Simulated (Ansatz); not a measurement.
Tl, DFT, LDA, PAW with Ansatz's default frozen-core files, scalar-relativistic (Ansatz 0.2.0), run on 1 thread of Intel(R) Xeon(R) 6975P-C (Granite Rapids) on a shared host.

The cell comes from COD entry 9008519, which wasn't checked; take it as a given geometry. The listed cell was then made from it by scaling, straining or moving an atom.

Command: `ansatz run input.yaml --threads 1 --pin off --max-ram 3072MiB --backend cpu --events-out ev --progress --plain --runs-dir out`

```yaml
crystal:
  lattice:
    - [3.4559983565, -0.0345599836, -0.0345599836]
    - [-1.757929002, 3.010262364, -0.0126498319]
    - [-0.05525, -0.05525, 5.525]
  atoms:
    - { symbol: Tl, position: [0.3333333333, 0.6666666667, 0.25] }
    - { symbol: Tl, position: [0.6666666667, 0.3333333333, 0.75] }
kpoints:
  mp_grid: { grid: [11, 11, 6] }
scf:
  occupations: { method: fermi_dirac, width: 0.05 }
hamiltonian:
  xc: lda
  pseudopotentials: { kind: paw }
output:
  forces: true
  stress: true
  eigenvalues: true
  efg: { contact_densities: true }
```

Question: How large is the problem that the program sets up?

Answer: 364 irreducible k-points, 1103 plane waves at Γ, 17 bands.

Question: Estimate the wall time and the peak memory.

Answer: 7.7 s of wall time for 6 SCF iterations, with a peak of 0.57 GiB. Times on shared machines scatter by tens of per cent.

Question: And the same cell and mesh by crystal-made all-electron datasets, asked for forces, stress, eigenvalues, efg, on the same hardware?

Answer: 19 s, peak memory 0.82 GiB.
